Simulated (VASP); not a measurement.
A run of VASP 6.6.1:

The input INCAR:

```
SYSTEM = La2O3
PREC = Accurate ; ENCUT = 600
EDIFF = 1E-7 ; ISMEAR = 0
SIGMA = 0.02 ; LREAL = .False.
LASPH = .True. ; NELM = 100
ALGO = Normal ; ISIF = 3
LWAVE = .False. ; LCHARG = .False.
GGA = CA ; IBRION = 2
NSW = 90 ; EDIFFG = -0.005
```

File KPOINTS:

```
Automatic mesh
0
Gamma
  9 9 4
  0 0 0
```

POSCAR

```
La2O3
1.0
    3.9307778800      0.0000000000      0.0000000000
   -1.9653889400      3.4041535000      0.0000000000
    0.0000000000      0.0000000000      6.1119535200
La O
2 3
Direct
    0.6666666700      0.3333333300      0.7537643200
    0.3333333300      0.6666666700      0.2462356800
    0.6666666700      0.3333333300      0.3541093500
    0.3333333300      0.6666666700      0.6458906500
    0.0000000000      0.0000000000      0.0000000000
```

Potentials or basis: VASP PAW LDA potentials, release 64 (La, O).

The run is started by

```console
$ cat potpaw_LDA.64/La/POTCAR potpaw_LDA.64/O/POTCAR > POTCAR
$ mpirun -np 1 vasp_std > vasp.out
```

Hardware: 1 thread of AMD EPYC 9R45 96-Core Processor (Zen 5) (shared host).

**Question.** Estimate the wall time of this run.

**Answer.** It took 8.6 min on 1 thread of AMD EPYC 9R45 96-Core Processor (Zen 5), on a shared host, peak memory 0.23 GiB. Counts: scf iterations 116, k points 43, ion steps 13.
